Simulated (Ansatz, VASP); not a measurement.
# BeTe in VASP and in Ansatz

Contents of INCAR:

```
SYSTEM = BeTe
ALGO     = Normal         ! electronic algorithm
EDIFF    = 1E-7           ! SCF threshold, eV
ENCUT    = 520            ! plane-wave cutoff, eV
GGA      = PE             ! functional
ISIF     = 2              ! what is computed and relaxed
ISMEAR   = 0              ! smearing method
LASPH    = .TRUE.         ! aspherical terms in the spheres
LCHARG   = .TRUE.         ! write CHGCAR
LELF     = .TRUE.         ! ELF
LREAL    = .FALSE.        ! projectors in reciprocal space
LVHAR    = .TRUE.       
LWAVE    = .FALSE.        ! write WAVECAR
NBANDS   = 11             ! bands
NELM     = 60             ! most SCF steps
PREC     = Accurate       ! precision mode
SIGMA    = 0.02           ! smearing width, eV
```

File KPOINTS:

```
k-points
0
G
  8 8 8
  0 0 0
```

File POSCAR:

```
BeTe
1.0
    0.0000000000      2.7740647989      2.7740647989
    2.7740647989      0.0000000000      2.7740647989
    2.7740647989      2.7740647989      0.0000000000
Be Te
1 1
Direct
    0.0000000000      0.0000000000      0.0000000000
    0.2500000000      0.2500000000      0.2500000000
```

Input for Ansatz:

```yaml
crystal:
  lattice:
    - [0.0, 2.7740647989, 2.7740647989]
    - [2.7740647989, 0.0, 2.7740647989]
    - [2.7740647989, 2.7740647989, 0.0]
  atoms:
    - { symbol: Be, position: [0.0, 0.0, 0.0] }
    - { symbol: Te, position: [0.25, 0.25, 0.25] }
basis:
  ecutwfc: 420
kpoints:
  mp_grid: { grid: [8, 8, 8] }
hamiltonian:
  xc: pbe
scf:
  occupations: { method: gaussian, width: 0.02 }
output:
  forces: true
  stress: true
  eigenvalues: true
```

Alike in both runs: task single point; functional PBE; k mesh 8 × 8 × 8; occupations gaussian, width 0.02 eV; no spin polarisation.

```csv
,VASP,Ansatz
version,VASP 6.6.1,Ansatz 0.2.0
potentials or method,"VASP PAW PBE potentials, release 64 (Be, Te)","scalar-relativistic, plane waves, PAW"
plane-wave cutoff (eV),520,420
valence electrons in the cell,8,18
```

|  | VASP | Ansatz | Ansatz less VASP |
| --- | --- | --- | --- |
| gap on the k mesh at the Fermi level (eV) | 1.86 | 1.88 | +0.016 |
| least direct gap on the mesh (eV) | 3.57 | 3.59 | +0.021 |
| pressure (GPa) | 4.1 | 4.0 | -0.18 |

The functional is the same, so the differences come from potentials, cutoffs and numerics. The two sets of potentials don't hold the same shells in valence.

Caveats: spin-orbit coupling is left out, which moves the levels of the heavy elements. As with any semilocal functional, this PBE gap is likely too small. A k mesh can miss the band edges.
